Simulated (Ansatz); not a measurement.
Input and command of a calculation in Ansatz (plane waves; scalar-relativistic PAW potentials unless the input names others):

```yaml
crystal:
  lattice:
    - [4.0355109139, 0.0, 0.0]
    - [-2.017755457, 3.4948549687, 0.0]
    - [0.0, 0.0, 16.6223543881]
  atoms:
    - { symbol: In, position: [0.0, 0.0, 0.5840233375] }
    - { symbol: In, position: [0.0, 0.0, 0.4159766625] }
    - { symbol: In, position: [0.3333333333, 0.6666666667, 0.9159829473] }
    - { symbol: In, position: [0.3333333333, 0.6666666667, 0.0840170527] }
    - { symbol: Se, position: [0.6666666667, 0.3333333333, 0.8386513091] }
    - { symbol: Se, position: [0.6666666667, 0.3333333333, 0.1613486909] }
    - { symbol: Se, position: [0.3333333333, 0.6666666667, 0.661267333] }
    - { symbol: Se, position: [0.3333333333, 0.6666666667, 0.338732667] }
basis:
  ecutwfc: 420
kpoints:
  mp_grid: { grid: [12, 12, 2] }
hamiltonian:
  xc: pbe
  dispersion: d3bj
scf:
  occupations: { method: gaussian, width: 0.01 }
  mixing: { algorithm: broyden, beta: 0.05 }
output:
  forces: true
  eigenvalues: true
  stress: true
```

```bash
ansatz run input.yaml --threads 2 --pin off --max-ram 5120MiB --backend cpu --events-out ev --progress --plain --runs-dir out
```

Abridged log:
```
Basis set: ecut = 420 eV, 4591 PW (Γ), exchange–correlation on 54×54×240 points (8 copies of the dense FFT grid, shifted against one another)
Bands: 70, of which v1, the nominal top of the filled ones, is band 58 counted from 1 (57 counted from 0)
Symmetry: 12 space group operations
k-points: 38 of 288 (time reversal used)
SCF iter   1: F=—  HF=-44274.171211 eV  |F-HF|=—  |Δ(HF+E_count)|=         —  Δρ=1.62e-3  dr2=1.63e-2  ethr=1.77e-3  ⟨swp⟩=6.2  Hψ=10170  notcnv=0  defer=4
SCF iter   2: F=—  HF=-44274.166398 eV  |F-HF|=—  |Δ(HF+E_count)|=   4.81e-3  Δρ=1.46e-3  dr2=1.24e-2  ethr=1.41e-5  ⟨swp⟩=2.1  Hψ=4616  notcnv=0  defer=228  κ⁻¹=1.0e0(r=1)
SCF iter   3: F=—  HF=-44274.165242 eV  |F-HF|=—  |Δ(HF+E_count)|=   1.16e-3  Δρ=1.02e-3  dr2=4.58e-3  ethr=1.07e-5  ⟨swp⟩=2.0  Hψ=2739  notcnv=0  defer=139  κ⁻¹=8.0e-2(r=2)
automatic band count: iteration 3 solves 67 bands in place of 70: the levels show a gap, and the empty bands left out lie too high to hold charge; the band table lists the bands solved (type scf.n_extra_bands for more)
SCF iter   4: F=—  HF=-44274.165003 eV  |F-HF|=—  |Δ(HF+E_count)|=   2.39e-4  Δρ=5.27e-4  dr2=6.71e-4  ethr=3.95e-6  ⟨swp⟩=2.1  Hψ=2974  notcnv=0  defer=144  κ⁻¹=7.3e-5(r=3)
SCF iter   5: F=—  HF=-44274.165431 eV  |F-HF|=—  |Δ(HF+E_count)|=   4.28e-4  Δρ=1.83e-4  dr2=2.87e-4  ethr=5.78e-7  ⟨swp⟩=2.0  Hψ=4746  notcnv=0  defer=144  κ⁻¹=6.4e-6(r=4)
SCF iter   6: F=—  HF=-44274.165377 eV  |F-HF|=—  |Δ(HF+E_count)|=   5.42e-5  Δρ=1.25e-4  dr2=2.83e-5  ethr=2.47e-7  ⟨swp⟩=2.0  Hψ=2789  notcnv=0  defer=144  κ⁻¹=6.2e-6(r=5)
SCF iter   7: F=—  HF=-44274.165427 eV  |F-HF|=—  |Δ(HF+E_count)|=   5.02e-5  Δρ=4.37e-5  dr2=5.81e-6  ethr=2.44e-8  ⟨swp⟩=2.0  Hψ=4577  notcnv=0  defer=144  κ⁻¹=2.8e-7(r=6)
SCF iter   8: F=—  HF=-44274.165428 eV  |F-HF|=—  |Δ(HF+E_count)|=   7.27e-7  Δρ=4.11e-5  dr2=4.33e-6  ethr=5.01e-9  ⟨swp⟩=2.1  Hψ=2912  notcnv=0  defer=144  κ⁻¹=2.7e-7(r=7)
SCF iter   9: F=—  HF=-44274.165427 eV  |F-HF|=—  |Δ(HF+E_count)|=   8.85e-7  Δρ=1.75e-5  dr2=7.46e-7  ethr=3.73e-9  ⟨swp⟩=2.0  Hψ=4577  notcnv=0  defer=144  κ⁻¹=1.4e-8(r=8)
SCF iter  10: F=—  HF=-44274.165428 eV  |F-HF|=—  |Δ(HF+E_count)|=   4.02e-7  Δρ=1.32e-5  dr2=7.10e-7  ethr=6.43e-10  ⟨swp⟩=2.0  Hψ=4425  notcnv=0  defer=144  κ⁻¹=1.0e-8(r=8)
SCF iter  11: F=-44274.165428 eV  HF=-44274.165428 eV  |F-HF|=2.48e-8  |Δ(HF+E_count)|=   3.17e-9  Δρ=6.02e-6  dr2=7.07e-8  ethr=8.62e-11  ⟨swp⟩=7.6  Hψ=12314  notcnv=0
SCF 1 converged in 11 iterations: F = -44274.165428 eV  dr2 = 7.07e-8
SCF converged after 11 iterations
Stability not checked: this state was not tested for a lower state beside it, because the mixer in use, unlike msr1, does not test its closes by its own steps (another_mixer; see scf.mixing.algorithm and scf.lower_state_search)
Free energy (F): -44274.165428 eV
Harris-Foulkes:  -44274.165428 eV  (|F-HF|=2.48e-8)
Internal energy: -44274.165428 eV  (E = F + TS)
E sigma→0 (E₀):  -44274.165428 eV
Fermi energy:    7.453284 eV
  E_disp       = -2.397119  (pairwise vdW)
--- Forces (eV/Å), atoms counted from 1 ---
  atom   1  In     0.00000000     0.00000000     0.00200021
  atom   2  In     0.00000000     0.00000000    -0.00200021
  atom   3  In     0.00000000     0.00000000    -0.00197952
  atom   4  In     0.00000000     0.00000000     0.00197952
  atom   5  Se     0.00000000     0.00000000     0.00148246
  atom   6  Se     0.00000000     0.00000000    -0.00148246
  atom   7  Se     0.00000000     0.00000000    -0.00275221
  atom   8  Se     0.00000000     0.00000000     0.00275221
--- Stress (GPa, compression-positive) ---
       -0.000395       0.000000       0.000000
        0.000000      -0.000395       0.000000
        0.000000       0.000000      -0.018675
  P = ⅓ Tr σ = -0.0065 GPa (-0.065 kbar)
```

Apart from outputs and empty bands, the input differs from a reference run on usual settings in scf.mixing.algorithm: not typed → "broyden"; scf.mixing.beta: not typed → 0.05. The reference, at the same geometry, gave pressure -0.01 GPa, largest force 0.003 eV/Å, gap on the mesh 0.30 eV. This run converged in 11 SCF iterations with an energy at zero smearing within 0.01 meV/atom of the reference's, pressure -0.01 GPa, largest force 0.003 eV/Å, gap on the mesh 0.30 eV.

The run took 15 s on 2 threads of Intel(R) Xeon(R) 6975P-C (Granite Rapids), on a shared host, peak memory 0.8 GiB.